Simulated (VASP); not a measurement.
Runs of VASP 6.6.1 on CaO. The structure is cubic, space group Pm-3m (No. 221). Conventional cell: a = 2.903 Å, b = 2.903 Å, c = 2.903 Å, α = 90.00°, β = 90.00°, γ = 90.00°. Ca (site symmetry m-3m) has 8 O at 2.51 Å as nearest neighbours. O (site symmetry m-3m) has 8 Ca at 2.51 Å as nearest neighbours. The cell was built by a generator and needn't be a form met in nature.

```tsv
level	cell	k mesh	exchange at q = 0	grid for exact exchange (PRECFOCK)	screening parameter	share of exact exchange	mesh quality	gap on the mesh (eV)	pressure (GPa)
HSE06	as given	4 × 4 × 4	truncated	Normal	0.2079 1/A	-	coarse	4.47	1.3
PBE	basis.ecutrho_ratio = 12	6 × 6 × 6	-	-	-	-	not flagged	2.76	4.3
PBE	as given	6 × 6 × 6	-	-	-	-	not flagged	2.76	4.3
PBE-based screened hybrid	as given	4 × 4 × 4	truncated	Normal	0.2078	0.15	coarse	3.76	(a)
```

Alike in all rows: task single point; potentials or basis VASP PAW PBE potentials, release 64 (Ca_sv, O); no spin polarisation; cutoff (eV) 520; smearing gaussian 0.01 eV.

Task: Estimate the missing entries.

Result: (a) 2.5.

Caveats: some runs use coarse meshes; the PAW data sets were made with another functional, which shifts forces and pressure a little (some runs).

A k mesh can miss the band edges.
